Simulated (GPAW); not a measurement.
# GaN (F-43m) in GPAW: notebook, part 2 of 2

GPAW 26.7.0. The steps go on from the part before.

## (3) Born charges, BLYP+D3

File run.py:

```python
import json
import numpy as np
from ase import Atoms
from ase.calculators.mixing import SumCalculator
from ase.constraints import FixSymmetry
from ase.filters import FrechetCellFilter
from ase.io import read, write
from ase.optimize import BFGS
from dftd3.ase import DFTD3
from phonopy import Phonopy
from phonopy.structure.atoms import PhonopyAtoms
from gpaw import GPAW, PW, setup_paths
from gpaw.berryphase import polarization_phase

setup_paths.insert(0, '.')

atoms = read('GaN.xyz')

calc = GPAW(mode=PW(800),
            xc='BLYP',
            kpts={'size': (5, 5, 5), 'gamma': True},
            occupations={'name': 'fermi-dirac', 'width': 0.01},
            nbands=11,
            convergence={'density': 1e-06, 'eigenstates': 1e-09},
            eigensolver='davidson',
            maxiter=150,
            txt='gpaw.txt')
atoms.calc = SumCalculator([calc, DFTD3(method='blyp', damping='d3zero')])
atoms.set_constraint(FixSymmetry(atoms))
BFGS(FrechetCellFilter(atoms), trajectory='relax.traj', logfile='-').run(fmax=0.005, steps=40)
atoms.set_constraint()
energy = atoms.get_potential_energy()
forces = atoms.get_forces()
stress = atoms.get_stress()
calc.write('gs.gpw')
write('result.traj', atoms)
print('Cell:', atoms.cell.cellpar().round(4))
print(atoms.get_scaled_positions().round(5))

n = len(atoms)
unit = PhonopyAtoms(symbols=atoms.get_chemical_symbols(), cell=atoms.cell[:], scaled_positions=atoms.get_scaled_positions())
ph = Phonopy(unit, supercell_matrix=np.eye(3, dtype=int), primitive_matrix=np.eye(3), symprec=1e-4)
ph.generate_displacements(distance=0.02, is_plusminus=True)
forces, phases = [], []
for i, move in enumerate(ph.dataset['first_atoms']):
    b = atoms.copy()
    b.positions[move['number']] += move['displacement']
    c = GPAW(mode=PW(680),
             xc='BLYP',
             kpts={'size': (5, 5, 5), 'gamma': True},
             occupations={'name': 'fermi-dirac', 'width': 0.01},
             nbands=11,
             convergence={'density': 1e-06, 'eigenstates': 1e-09},
             eigensolver='davidson',
             maxiter=150,
             symmetry='off',
             txt=f'disp-{i:02d}.txt')
    b.calc = SumCalculator([c, DFTD3(method='blyp', damping='d3zero')])
    f = b.get_forces()
    forces.append(f - f.mean(axis=0))
    c.write('disp.gpw', 'all')
    phases.append(polarization_phase(gpw_wfs='disp.gpw')['phase_c'])
    print(move['number'], np.round(move['displacement'], 4), 'phases', phases[-1].round(5), flush=True)

# each pair of opposite moves, with its images under the space group
ops, cell, spos = ph.symmetry.symmetry_operations, atoms.cell[:].T, atoms.get_scaled_positions()
moves, dipoles = [[] for a in atoms], [[] for a in atoms]
for move, up, down in zip(ph.dataset['first_atoms'][::2], phases[::2], phases[1::2]):
    dphi = (up - down + np.pi) % (2 * np.pi) - np.pi
    dp = dphi @ atoms.cell[:] / (2 * np.pi)  # e A
    for w, t in zip(ops['rotations'], ops['translations']):
        x = w @ spos[move['number']] + t - spos
        b = np.linalg.norm(x - x.round(), axis=1).argmin()
        R = cell @ w @ np.linalg.inv(cell)
        moves[b].append(R @ move['displacement'] * 2)
        dipoles[b].append(R @ dp)
Z = np.array([np.linalg.lstsq(np.array(u), np.array(p), rcond=None)[0].T for u, p in zip(moves, dipoles)])  # Z[a, i, j] = dp_i / du_j
ph.forces = forces
ph.produce_force_constants()
ph.symmetrize_force_constants()
H = ph.force_constants.transpose(0, 2, 1, 3).reshape((3 * n, 3 * n))
rule = Z.sum(axis=0)
print('Sum of the charges:')
print(rule.round(4))
Z -= rule / n
for a in atoms:
    print(a.symbol)
    print(Z[a.index].round(3))
w = np.repeat(atoms.get_masses()**-0.5, 3)
omega2, modes = np.linalg.eigh(H * w * w[:, None])
nu = np.sign(omega2) * abs(omega2)**0.5 * 521.4709  # cm^-1
dipoles = np.einsum('aij,ajm->mi', Z, (modes * w[:, None]).reshape((n, 3, -1)))  # e / amu^0.5
optical = np.argsort(abs(omega2))[3:]
eps_ion = sum(np.outer(dipoles[m], dipoles[m]) / omega2[m] for m in optical) * 4 * np.pi * 14.399645 / atoms.get_volume()
for m in range(3 * n):
    print(f'{nu[m]:9.2f} cm^-1  IR {(dipoles[m]**2).sum():8.4f} e^2/amu')
print('Lattice part of the dielectric tensor:')
print(eps_ion.round(3))
json.dump({'Z': Z.tolist(), 'rule': rule.tolist(), 'nu': nu.tolist(), 'ir': (dipoles**2).sum(1).tolist(), 'eps_ion': eps_ion.tolist()},
          open('born.json', 'w'))
```

File GaN.xyz:

```xyz
2
Lattice="0.0000000000 2.2535006075 2.2535006075 2.2535006075 0.0000000000 2.2535006075 2.2535006075 2.2535006075 0.0000000000" Properties=species:S:1:pos:R:3 pbc="T T T"
Ga     0.0000000000      0.0000000000      0.0000000000
N      1.1267503038      1.1267503038      1.1267503038
```

Potentials or basis: PAW data sets generated in the run's folder for this functional, pw.

On the command line:

```
$ gpaw-setup -f BLYP Ga N
$ OMP_NUM_THREADS=1 python run.py
```

gpaw.txt:

```text
__  _  _
 | _ |_)|_||  |
 |__||  | ||/\| - 26.7.0

Input parameters:
  mode=PW(ecut=800.0),
  convergence={'density': 1e-06, 'eigenstates': 1e-09},
  eigensolver=Davidson(niter=2),
  kpts=MonkhorstPack(size=(5, 5, 5), gamma=True),
  maxiter=150,
  nbands=11,
  occupations=Occupations(name='fermi-dirac', width=0.01),
  xc=XC(name='BLYP')

Diagonalizing LCAO Hamiltonian
Converting LCAO to pw mode

           N
       Ga

Atoms  # Å, Bohr magnetons
|   | symbol |        x |        y |        z |    initial magnetic moments |
|---|--------|----------|----------|----------|-----------------------------|
| 0 |     Ga | 0.000000 | 0.000000 | 0.000000 | ( 0.0000,  0.0000,  0.0000) |
| 1 |      N | 1.126750 | 1.126750 | 1.126750 | ( 0.0000,  0.0000,  0.0000) |

Unit cell  # Å
| periodic |        x |        y |        z |  lengths |    angles |
|----------|----------|----------|----------|----------|-----------|
|      yes | 0.000000 | 2.253501 | 2.253501 | 3.186931 | 60.000000 |
|      yes | 2.253501 | 0.000000 | 2.253501 | 3.186931 | 60.000000 |
|      yes | 2.253501 | 2.253501 | 0.000000 | 3.186931 | 60.000000 |

Number of symmetries: 24
Symmetry operations  # r_c * U_cc + t_c -> r_c
|    | kind |            matrix            |
|----|------|------------------------------|
|  0 |  E   |  1, 0, 0,  0, 1, 0,  0, 0, 1 |
|  1 |  σ   |  1, 0, 0,  0, 0, 1,  0, 1, 0 |
|  2 |  σ   |  1, 0,-1,  0, 1,-1,  0, 0,-1 |
|  3 |  C3  |  1, 0,-1,  0, 0,-1,  0, 1,-1 |
|  4 |  C3  |  1,-1, 0,  0,-1, 1,  0,-1, 0 |
[... 706 lines left out ...]

Unit cell  # Å
| periodic |         x |        y |        z |  lengths |    angles |
|----------|-----------|----------|----------|----------|-----------|
|      yes | -0.000000 | 2.291425 | 2.291425 | 3.240564 | 60.000000 |
|      yes |  2.291425 | 0.000000 | 2.291425 | 3.240564 | 60.000000 |
|      yes |  2.291425 | 2.291425 | 0.000000 | 3.240564 | 60.000000 |

Number of symmetries: 24
Symmetry operations  # r_c * U_cc + t_c -> r_c
|    | kind |            matrix            |
|----|------|------------------------------|
|  0 |  E   |  1, 0, 0,  0, 1, 0,  0, 0, 1 |
|  1 |  σ   |  1, 0, 0,  0, 0, 1,  0, 1, 0 |
|  2 |  σ   |  1, 0,-1,  0, 1,-1,  0, 0,-1 |
|  3 |  C3  |  1, 0,-1,  0, 0,-1,  0, 1,-1 |
|  4 |  C3  |  1,-1, 0,  0,-1, 1,  0,-1, 0 |
|  5 |  σ   |  1,-1, 0,  0,-1, 0,  0,-1, 1 |
|  6 |  σ   |  0, 1, 0,  1, 0, 0,  0, 0, 1 |
|  7 |  C3  |  0, 1, 0,  0, 0, 1,  1, 0, 0 |
|  8 |  C2  |  0, 1,-1,  1, 0,-1,  0, 0,-1 |
[... 144 lines left out ...]
SCF iterations
|iter     | |      energy | eigst |  dens |
|---------|-|-------------|-------|-------|
|iter:   1| |  -10.979051 |       |       |
|iter:   2| |  -10.979021 | -5.86 | -2.68 |
|iter:   3| |  -10.978934c| -4.95 | -2.72 |
|iter:   4| |  -10.978933c| -6.40 | -3.52 |
|iter:   5| |  -10.978933c| -6.84 | -3.78 |
|iter:   6| |  -10.978933c| -7.88 | -4.52 |
|iter:   7| |  -10.978933c| -8.66 | -5.05 |
|iter:   8| |  -10.978933c| -9.86c| -6.17c|

Converged in 8 steps
Energy contributions relative to reference atoms: (reference = -54378.754124)

Energy contributions:
  Kinetic:          28.981681
  Coulomb:         -25.650139
  Zero:              0.140210
  External:          0.000000
  Xc:              -14.450685
  Entropy:          -0.000000
  Spinorbit:         0.000000
  ----------------------------
  Free energy:     -10.978933
  Extrapolated:    -10.978933
[... 24 lines left out ...]
Stress tensor  # eV/Ang^3
|         x |         y |         z |
|-----------|-----------|-----------|
| -0.037242 | -0.000000 |  0.000000 |
| -0.000000 | -0.037242 |  0.000000 |
|  0.000000 |  0.000000 | -0.037242 |

Forces  # eV/Ang
|        x |        y |        z |
|----------|----------|----------|
| -0.00000 | -0.00000 | -0.00000 |  # Ga   0
|  0.00000 |  0.00000 |  0.00000 |  # N    1

# Writing to gs.gpw (mode='')
```

stdout:

```text
Step          Energy          fmax
BFGS:    0      -11.570368        0.760319
BFGS:    1      -11.592016        0.500435
BFGS:    2      -11.612606        0.035579
BFGS:    3      -11.612872        0.001521
Cell: [ 3.2406  3.2406  3.2406 60.     60.     60.    ]
[[0.   0.   0.  ]
 [0.25 0.25 0.25]]
0 [-0.      0.0141  0.0141] phases [7.97718 7.87123 7.87123]
0 [ 0.     -0.0141 -0.0141] phases [26.61482  7.87123  7.87123]
1 [-0.      0.0141  0.0141] phases [7.76525 7.87123 7.87123]
1 [ 0.     -0.0141 -0.0141] phases [7.97718 7.87123 7.87123]
Sum of the charges:
[[-0.0002  0.      0.    ]
 [ 0.     -0.0002  0.    ]
 [ 0.     -0.     -0.0002]]
Ga
[[ 2.732  0.     0.   ]
 [ 0.     2.732 -0.   ]
 [ 0.     0.     2.732]]
N
[[-2.732 -0.    -0.   ]
 [ 0.    -2.732  0.   ]
 [ 0.    -0.    -2.732]]
    -0.00 cm^-1  IR   0.0000 e^2/amu
    -0.00 cm^-1  IR   0.0000 e^2/amu
     0.00 cm^-1  IR   0.0000 e^2/amu
   565.85 cm^-1  IR   0.6401 e^2/amu
   565.85 cm^-1  IR   0.6401 e^2/amu
   565.85 cm^-1  IR   0.6401 e^2/amu
Lattice part of the dielectric tensor:
[[ 4.088  0.    -0.   ]
 [ 0.     4.088 -0.   ]
 [-0.    -0.     4.088]]
```

It took 1.8 min on 1 thread of Intel Xeon Platinum 8488C (Sapphire Rapids), shared host; peak memory 0.29 GiB.

Results:

```yaml
Free_energy: -11.6129 eV
Relaxed_volume: 12.03 Å³/atom
Relaxed_cell: a = 3.241 Å, b = 3.241 Å, c = 3.241 Å, α = 60.00°, β = 60.00°, γ = 60.00°
Space_group_after_relaxing_to_0.05_Å: F-43m (No. 216)
Pressure_after_relaxing: 0.0 GPa
Band_gap_on_the_k_mesh: 1.60 eV, direct
Born_charges_mean_of_the_diagonal: Ga +2.73; N -2.73 e
Highest_phonon_frequency_at_Γ_LO-TO_splitting_left_out: 566 cm⁻¹
Dispersion_energy_per_atom: -0.317 eV
```

Final structure:
```
Ga N
1.0
     0.00000    2.29142    2.29142
     2.29142    0.00000    2.29142
     2.29142    2.29142    0.00000
Ga N
1 1
Direct
  0.00000 0.00000 0.00000
  0.25000 0.25000 0.25000
```

Phonon frequencies in cm⁻¹ (negative: imaginary):
```csv
q point,frequencies
"(0.000, 0.000, 0.000)",0 0 0 566 566 566
```

Born effective charge tensors (e):
atom 1, Ga
```
2.73 0.00 0.00
0.00 2.73 0.00
0.00 0.00 2.73
```
atom 2, N
```
-2.73  0.00  0.00
 0.00 -2.73  0.00
 0.00  0.00 -2.73
```

Caveat: the k mesh is coarse (spacing up to 0.48 Å⁻¹), so the values aren't converged; the cutoff is short for stress and forces, so pressures can be off by a GPa or more; the data sets keep Ga 3d, Li 1s and Be 1s frozen, and some such compounds lay over 1.5 % in volume off other programs; the LO-TO splitting is left out.
